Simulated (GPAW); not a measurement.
MgS:

```
S Mg
1.0
     4.03462    0.00000    0.00000
    -2.01731    3.49409    0.00000
     0.00000    0.00000    6.43229
S Mg
2 2
Cartesian
  2.0173 1.1647 5.6556
  0.0000 2.3294 2.4394
  0.0000 2.3294 6.4050
  2.0173 1.1647 3.1888
```

The cell comes from a database or a generator and needn't be the stable form of this composition.

```yaml
Program: GPAW 26.7.0
Task: relaxation of cell and atoms
Functional: BLYP
Potentials_or_basis: PAW data sets generated in the run's folder for this functional
Cutoff: 800 eV
Basis: pw
k_mesh: 6 × 6 × 3
Occupations: fermi-dirac, width 0.05 eV
Spin: no spin polarisation
```

At the start: pressure 2.4 GPa; volume 22.67 Å³/atom.

Question: How do energy, volume and symmetry change on relaxing?

Answer: Over 11 steps the energy falls by 7.6 meV/atom and the volume is 23.61 Å³/atom (+4.2 %); space group P6_3mc (No. 186, to 0.05 Å).

The path:
```tsv
step	energy change (eV)	largest force (eV/Å)	pressure (GPa)	volume (Å³)
1	0.0000	0.0595	2.36	90.68
2	-0.0049	0.0516	2.14	91.00
3	-0.0290	0.0159	0.12	94.34
4	-0.0292	0.0143	0.02	94.51
5	-0.0294	0.0059	-0.07	94.68
6	-0.0296	0.0093	-0.11	94.76
7	-0.0298	0.0225	-0.09	94.72
8	-0.0299	0.0281	-0.04	94.64
9	-0.0300	0.0290	0.01	94.54
10	-0.0301	0.0231	0.07	94.45
11	-0.0302	0.0105	0.07	94.44
```

Final structure:
```
CELL_PARAMETERS angstrom
4.07549 0.00000 0.00000
-2.03775 3.52948 0.00000
0.00000 0.00000 6.56577
ATOMIC_POSITIONS crystal
S 0.66667 0.33333 0.87730
S 0.33333 0.66667 0.37730
Mg 0.33333 0.66667 0.99770
Mg 0.66667 0.33333 0.49770
```

Caveat: later steps reuse the first step's grids.
